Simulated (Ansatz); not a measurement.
Crystal: ZrC.

```
Zr C
1.0
     0.00000    2.36500    2.36500
     2.36500    0.00000    2.36500
     2.36500    2.36500    0.00000
Zr C
1 1
Cartesian
  2.3650 2.3650 2.3650
  0.0000 0.0000 0.0000
```

Base run:

- Program: Ansatz 0.2.0
- Functional: PBEsol
- Potentials or basis: all-electron LAPW, scalar-relativistic
- Cutoff: 254 eV (chosen from the basis error)
- Basis error allowed: 0.001 eV/atom
- k mesh: 10 × 10 × 10
- Occupations: fermi-dirac, width 0.05 eV
- Spin: no spin polarisation
- Hubbard terms: Zr d U = 8 eV

Its results: band gap on the k mesh none (metal or under the smearing width); pressure 5.6 GPa.

**Question.** The run is repeated on the same cell with these changes: hubbard terms from Zr d U = 8 eV to Zr d U = 4 eV. What comes out?

**Answer.** Band gap on the k mesh none (metal or under the smearing width); pressure -2.6 GPa.

Caveats: U is the effective U less J, on atomic orbitals that reach past the spheres; U without spin polarisation on a metal has little footing; the U is typed as a test and isn't derived for this compound.
